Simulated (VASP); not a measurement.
The system is AlN.

```xyz
2
Lattice="0.0000 2.1840 2.1840 2.1840 0.0000 2.1840 2.1840 2.1840 0.0000" Properties=species:S:1:pos:R:3 pbc="T T T"
Al    0.0000    0.0000    0.0000
N     1.0920    1.0920    1.0920
```

Measurements of this composition are mostly on another form, of space group No. 186.

Base run:

```yaml
Program: VASP 6.6.1
Functional: TB-mBJ
Potentials_or_basis: VASP PAW PBE potentials, release 64 (Al, N)
Cutoff: 520 eV
k_mesh: 10 × 10 × 10
Occupations: gaussian, width 0.02 eV
Spin: no spin polarisation
```

Its results: band gap on the k mesh 4.82 eV, indirect (least direct gap 5.33 eV).

Q: After a change of settings the same cell gave: band gap on the k mesh 3.19 eV, indirect (least direct gap 4.13 eV). Which change was it?
A. functional from TB-mBJ to r2SCAN
B. functional from TB-mBJ to PBEsol
C. functional from TB-mBJ to HSE06; k mesh from 10 × 10 × 10 to 8 × 8 × 8
D. functional from TB-mBJ to HSE03; k mesh from 10 × 10 × 10 to 8 × 8 × 8

A: B.

Not every run made on this cell is shown here.
